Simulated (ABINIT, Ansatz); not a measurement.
## ZnSe (Stilleite): G0W0 with ABINIT, start to end

Wanted: ground state, empty states, screening and self-energy for ZnSe (Stilleite).

Program: ABINIT 10.8.3. Level of theory: PBE and many-body steps on it, plane waves. Results are calculated unless marked as measured.

**Experimental background.**

- Gap 2.695 ± 0.003 eV: excitonic gap from free-exciton PL, not corrected for exciton binding; photoluminescence; 300 K; bulk crystal (Bridgman-grown crystal, polished and etched) (“Alloy Disordering Effects on the Thermal Conductivity and Energy Gap Temperature Dependence of Cd1−xZnxSe Ternary Crystals Grown by the Bridgman Method”, 2023, pmc:10253836).

**1. The starting structure**

The structure is cubic, space group F-43m (No. 216). Conventional cell: a = 5.668 Å, b = 5.668 Å, c = 5.668 Å, α = 90.00°, β = 90.00°, γ = 90.00°. Nearest to Zn lie 4 Se at 2.45 Å. Se has 4 Zn at 2.45 Å nearest. Farther neighbours and most contacts between anions are not listed.

The cell and positions come from the Crystallography Open Database and are kept as given unless a step says otherwise.

**2. Ground state**

This step: ABINIT 10.8.3; DFT, PBE, plane waves, norm-conserving pseudopotentials.

The ground-state density comes first.

Input file run.abi:

```
acell 3*1.0 Angstrom
rprim 
  -0.000000000000 2.833800000000 2.833800000000
  2.833800000000 -0.000000000000 2.833800000000
  2.833800000000 2.833800000000 0.000000000000
ntypat 2
znucl 30 34
natom 2
typat 1 2
xred 
  0.000000000000 0.000000000000 0.000000000000
  0.250000000000 0.250000000000 0.250000000000
pp_dirpath "pseudos"
pseudos "Zn.upf, Se.upf"
ecut 39
ngkpt 6 6 6
nshiftk 1
shiftk 0 0 0
kptopt 1
chksymbreak 0
nband 23
occopt 1
tolvrs 1e-10
nstep 60
prtwf 0
optforces 0
optstress 0
indata_prefix "in"
outdata_prefix "out"
tmpdata_prefix "tmp"
```

On the command line:

```
OMP_NUM_THREADS=1 mpirun -n 4 abinit run.abi > log
```

Numbers of over 12 decimals in the logs are rounded to 6 here.

The log of the run:

```text
.Version 10.8.3 of ABINIT. v10.8.2 released Aug 2026.

 Symmetries : space group F-4 3 m (#216); Bravais cF (face-center cubic)
================================================================================
 Values of the parameters that define the memory need of the present run
     intxc =       0    ionmov =       0      iscf =       7    lmnmax =       6
     lnmax =       6     mgfft =      45  mpssoang =       3    mqgrid =    3001
     natom =       2  nloc_mem =       1    nspden =       1   nspinor =       1
    nsppol =       1      nsym =      24    n1xccc =    2501    ntypat =       2
    occopt =       1   xclevel =       2
-    mband =          23        mffmem =           1         mkmem =           4
       mpw =        3593          nfft =       91125          nkpt =          16
================================================================================
  Rough estimation (10% accuracy) of disk space for files :
================================================================================

--------------------------------------------------------------------------------
------------- Echo of variables that govern the present computation ------------
--------------------------------------------------------------------------------
 -outvars: echo values of preprocessed input variables --------
            acell      1.8897261259E+00  1.8897261259E+00  1.8897261259E+00 Bohr

      chksymbreak           0
             ecut      3.90000000E+01 Hartree
-          fftalg         312

              ixc     -101130
              kpt      0.00000000E+00  0.00000000E+00  0.00000000E+00
                       1.66666667E-01  0.00000000E+00  0.00000000E+00
                       3.33333333E-01  0.00000000E+00  0.00000000E+00
                       5.00000000E-01  0.00000000E+00  0.00000000E+00
                       1.66666667E-01  1.66666667E-01  0.00000000E+00
                       3.33333333E-01  1.66666667E-01  0.00000000E+00
                       5.00000000E-01  1.66666667E-01  0.00000000E+00
                      -3.33333333E-01  1.66666667E-01  0.00000000E+00
                      -1.66666667E-01  1.66666667E-01  0.00000000E+00
   [... 5 further rows ...]
                      -3.33333333E-01  3.33333333E-01  1.66666667E-01
                      -3.33333333E-01  5.00000000E-01  1.66666667E-01
         kptrlatt        6    0    0      0    6    0      0    0    6
          kptrlen      4.54395803E+01
P           mkmem           4
            natom           2
            nband          23
            ngfft          45      45      45
             nkpt          16
            nstep          60
             nsym          24
           ntypat           2
              occ      2.000000  2.000000  2.000000  2.000000  2.000000  2.000000
                       2.000000  2.000000  2.000000  2.000000  2.000000  2.000000
                       2.000000  2.000000  2.000000  2.000000  2.000000  2.000000
                       0.000000  0.000000  0.000000  0.000000  0.000000
        optforces           0
        optstress           0
            prtwf           0
            rprim     -0.0000000000E+00  2.8338000000E+00  2.8338000000E+00
[...]
spgroup         216

           tolvrs      1.00000000E-10

             xred      0.0000000000E+00  0.0000000000E+00  0.0000000000E+00
[...]
znucl       30.00000   34.00000

================================================================================

 chkinp: Checking input parameters for consistency.

================================================================================
== DATASET  1 ==================================================================
-   mpi_nproc: 4, omp_nthreads: 1 (-1 if OMP is not activated)

--- !DatasetInfo
iteration_state: {dtset: 1, }
dimensions: {natom: 2, nkpt: 16, mband: 23, nsppol: 1, nspinor: 1, nspden: 1, mpw: 3593, }
cutoff_energies: {ecut:  39.0, pawecutdg:  -1.0, }
electrons: {nelect:   3.60000000E+01, charge:   0.00000000E+00, occopt:   1.00000000E+00, tsmear:   1.00000000E-02, }

 Real(R)+Recip(G) space primitive vectors, cartesian coordinates (Bohr,Bohr^-1):
 R(1)=  0.0000000  5.3551059  5.3551059  G(1)= -0.0933688  0.0933688  0.0933688
 R(2)=  5.3551059  0.0000000  5.3551059  G(2)=  0.0933688 -0.0933688  0.0933688
 R(3)=  5.3551059  5.3551059  0.0000000  G(3)=  0.0933688  0.0933688 -0.0933688
 Unit cell volume ucvol=  3.0713845E+02 bohr^3
 Angles (23,13,12)=  6.00000000E+01  6.00000000E+01  6.00000000E+01 degrees

 getcut: wavevector=  0.0000  0.0000  0.0000  ngfft=  45  45  45
         ecut(hartree)=     39.000   => boxcut(ratio)=   2.06668

--- Pseudopotential description ------------------------------------------------
- Zn Generated using ONCVPSP code by D. R. Hamann
- 30.00000  20.00000  171031                  znucl, zion, pspdat
12 -101130 2 -1 1326                          pspcod,pspxc,lmax,lloc,mmax
     nproj     2     2     2
  pspatm : epsatm=   26.68164218
         --- l  ekb(1:nproj) -->
[...]
pspatm: atomic psp has been read  and splines computed

- Se Generated using ONCVPSP code by D. R. Hamann
- 34.00000  16.00000  171031                  znucl, zion, pspdat
12 -101130 2 -1 1214                          pspcod,pspxc,lmax,lloc,mmax
     nproj     2     2     2
  pspatm : epsatm=   29.53331881
         --- l  ekb(1:nproj) -->
[...]
2   -9.256960   -3.748206
 pspatm: atomic psp has been read  and splines computed

   2.02373860E+03                                ecore*ucvol(ha*bohr**3)
--------------------------------------------------------------------------------

_setup2: Arith. and geom. avg. npw (full set) are    3571.792    3571.780

================================================================================

--- !BeginCycle
iteration_state: {dtset: 1, }
solver: {iscf: 7, nstep: 60, nline: 4, wfoptalg: 0, }
tolerances: {tolvrs: 1.00E-10, }

     iter   Etot(hartree)      deltaE(h)  residm     vres2
 ETOT  1  -327.34388932798    -3.273E+02 6.035E-01 6.644E+03
 ETOT  2  -328.72055536433    -1.377E+00 9.940E-02 1.125E+04
 ETOT  3  -330.10238483070    -1.382E+00 7.057E-02 1.685E+03
 ETOT  4  -330.24298095086    -1.406E-01 4.858E-02 6.509E+02
 ETOT  5  -330.31137785345    -6.840E-02 4.343E-03 1.365E+02
 ETOT  6  -330.32927217700    -1.789E-02 3.237E-03 6.510E+00
 ETOT  7  -330.32982939271    -5.572E-04 4.091E-03 2.256E+00
 ETOT  8  -330.33015647441    -3.271E-04 5.130E-03 2.756E-02
 ETOT  9  -330.33015969710    -3.223E-06 1.491E-03 1.078E-02
 ETOT 10  -330.33016131392    -1.617E-06 7.929E-04 1.889E-05
 ETOT 11  -330.33016131918    -5.258E-09 2.995E-04 2.154E-07
 ETOT 12  -330.33016131924    -5.434E-11 2.094E-04 5.320E-08
 ETOT 13  -330.33016131924    -7.901E-12 7.302E-05 4.570E-09
 ETOT 14  -330.33016131924     1.535E-12 5.145E-05 2.087E-10
 ETOT 15  -330.33016131926    -1.700E-11 1.746E-05 1.665E-11

 At SCF step   15       vres2   =  1.67E-11 < tolvrs=  1.00E-10 =>converged.

--- !ResultsGS
iteration_state: {dtset: 1, }
comment   : Summary of ground state results
lattice_vectors:
- [ -0.0000000,   5.3551059,   5.3551059, ]
- [  5.3551059,  -0.0000000,   5.3551059, ]
- [  5.3551059,   5.3551059,   0.0000000, ]
lattice_lengths: [   7.57326,    7.57326,    7.57326, ]
lattice_angles: [ 60.000,  60.000,  60.000, ] # degrees, (23, 13, 12)
lattice_volume:   3.0713845E+02
convergence: {deltae: -1.700E-11, res2:  1.665E-11, residm:  1.746E-05, diffor:  0.000E+00, }
etotal    :  -3.30330161E+02
entropy   :   0.00000000E+00
fermie    :   1.25135050E-01
cartesian_stress_tensor: null
pressure_GPa: null
xred      :
- [  0.0000E+00,   0.0000E+00,   0.0000E+00, Zn]
- [  2.5000E-01,   2.5000E-01,   2.5000E-01, Se]
cartesian_forces: null
force_length_stats: {min: null, max: null, mean: null, }

 Integrated electronic density in atomic spheres:
 ------------------------------------------------
 Atom  Sphere_radius  Integrated_density
    1        2.00000         18.12531868
    2        2.00000         13.25732782
================================================================================

 ----iterations are completed or convergence reached----

 Mean square residual over all n,k,spin=   47.946E-09; max=  17.461E-06
 reduced coordinates (array xred) for    2 atoms
       0.000000000000      0.000000000000      0.000000000000
       0.250000000000      0.250000000000      0.250000000000
 rms dE/dt=  0.0000E+00; max dE/dt=  0.0000E+00; dE/dt below (all hartree)
    1       0.000000000000      0.000000000000      0.000000000000
    2       0.000000000000      0.000000000000      0.000000000000

 cartesian coordinates (angstrom) at end:
    1      0.000000     0.000000     0.000000
    2      1.416900     1.416900     1.416900
 length scales=  1.889726125908  1.889726125908  1.889726125908 bohr
              =  1.000000000000  1.000000000000  1.000000000000 angstroms
 prteigrs : about to open file out_EIG
 Fermi (or HOMO) energy (hartree) =   0.12514   Average Vxc (hartree)=  -0.36241
 Eigenvalues (hartree) for nkpt=  16  k points:
 kpt#   1, nband= 23, wtk=  0.00463, kpt=  0.0000  0.0000  0.0000 (reduced coord)
  -4.47754   -2.79289   -2.79289   -2.79289   -1.59894   -1.59894   -1.59894   -1.59876
  -1.59876   -0.36212   -0.11522   -0.11522   -0.11522   -0.10168   -0.10168    0.12514
   0.12514    0.12514    0.17247    0.33882    0.33882    0.33882    0.49057
 prteigrs : prtvol=0 or 1, do not print more k-points.

--- !EnergyTerms
iteration_state     : {dtset: 1, }
comment             : Components of total free energy in Hartree
kinetic             :  1.70822897069345E+02
hartree             :  1.24975928955220E+02
xc                  : -4.67005273237335E+01
Ewald energy        : -1.64371564730923E+02
psp_core            :  6.58901094248040E+00
local_psp           : -3.20389136633180E+02
non_local_psp       : -1.01256769598467E+02
total_energy        : -3.30330161319258E+02
total_energy_eV     : -8.98874160835555E+03
band_energy         : -4.32250586373095E+01

== END DATASET(S) ==============================================================
================================================================================

 -outvars: echo values of variables after computation  --------
           etotal     -3.3033016132E+02
            nband          23
             nkpt          16
          spgroup         216
 [... the other variables as echoed above ...]

 Calculation completed.
```

Elapsed: 36 s, on 4 MPI ranks of Arm Neoverse N1, shared host; peak memory 0.33 GiB.

This step gave:

| Quantity | Value |
| --- | --- |
| total energy | -8988.7416 eV |
| gap | 1.288 eV |
| k of the valence top | 0, 0, 0 |
| k of the conduction bottom | 0, 0, 0 |
| least direct gap | 1.288 eV |

The gap is direct, at Γ.

(Continued in part 2 of 3.)

[Paths, hosts, dates, memory and timing lines, banners, echoed tables and standing remarks are left out of the program output.]

[Logs are printed without paths, hosts, clocks, repeated set-up lines and the standing remarks that a program may print on its own settings, such as how far it seeks lower states.]

[Runs of the session that timed out or met a known fault of the program may be left out.]

[Hosts, paths, dates, database ids (printed as entryN), source tags and the programs' standing remarks are cut or masked in the printed files.]

[G0W0 gaps are taken among the corrected bands and points alone; a level outside them can change the order at an edge.]

[Where Ansatz stands beside ABINIT at settings called matched, ABINIT's density can come from a denser mesh and the files from another edition; pairs whose starting gaps differed by over 0.03 eV were left out, so agreement reads better than it is.]
